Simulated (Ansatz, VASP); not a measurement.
## Two plane-wave programs on Se

```xyz
1
Lattice="2.8106 0.0000 0.0000 0.0000 2.8106 0.0000 0.0000 0.0000 2.8106" Properties=species:S:1:pos:R:3 pbc="T T T"
Se    0.0000    0.0000    0.0000
```

This isn't the form of Se at room conditions, which is trigonal, of chains.

Alike in both runs: task single point; functional PBE; dispersion D3(BJ); k mesh 18 × 18 × 18; occupations gaussian, width 0.15 eV; no spin polarisation.

```csv
,VASP,Ansatz
version,VASP 6.6.1,Ansatz 0.2.0
potentials or method,"VASP PAW PBE potentials, release 64 (Se)","scalar-relativistic, plane waves, PAW"
plane-wave cutoff (eV),520,420
valence electrons in the cell,6,16
```

|  | VASP | Ansatz | Ansatz less VASP |
| --- | --- | --- | --- |
| gap on the k mesh at the Fermi level (eV) | none | none | - |
| pressure (GPa) | -1.3 | -1.3 | -0.03 |

A gap of «none» marks a metal or a gap that the smearing closes. The two sets of potentials don't hold the same shells in valence.

Caveats: pairwise dispersion overbinds metals, which lowers pressure and volume.
